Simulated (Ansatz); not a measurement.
InSe:

```
In Se
1.0
     2.00000    1.15470    8.44000
    -2.00000    1.15470    8.44000
     0.00000   -2.30940    8.44000
In Se
2 2
Direct
  0.88860 0.88860 0.88860
  0.00000 0.00000 0.00000
  0.17190 0.17190 0.17190
  0.38350 0.38350 0.38350
```

Base run:

| Property | Result |
| --- | --- |
| Program | Ansatz 0.2.0 |
| Functional | PBEsol |
| Potentials or basis | Ansatz PAW |
| Cutoff | 420 eV (not typed: the program's choice for these potentials) |
| k mesh | 8 × 8 × 8 |
| Occupations | fermi-dirac, width 0.05 eV |
| Spin | no spin polarisation |

Its results: band gap on the k mesh 0.34 eV, direct; pressure 0.2 GPa; largest force 0.300 eV/Å.

Task: The run is repeated on the same cell with these changes: functional from PBEsol to PBE; k mesh from 8 × 8 × 8 to 3 × 3 × 3. What comes out?

Result: Band gap on the k mesh 1.49 eV, direct; pressure 3.6 GPa; largest force 0.333 eV/Å.

Several settings changed at once, so the effect can't be laid on one alone.

Caveats: some runs use coarse meshes; spin-orbit coupling is left out, which moves the levels of the heavy elements; the PAW data sets come from PBE, with cores solved anew for the run's functional, which leaves a small shift of forces and pressure (some runs); odd divisions of the mesh miss points on the zone boundary, where band edges often lie, so the gap on the mesh can be too wide (some runs).
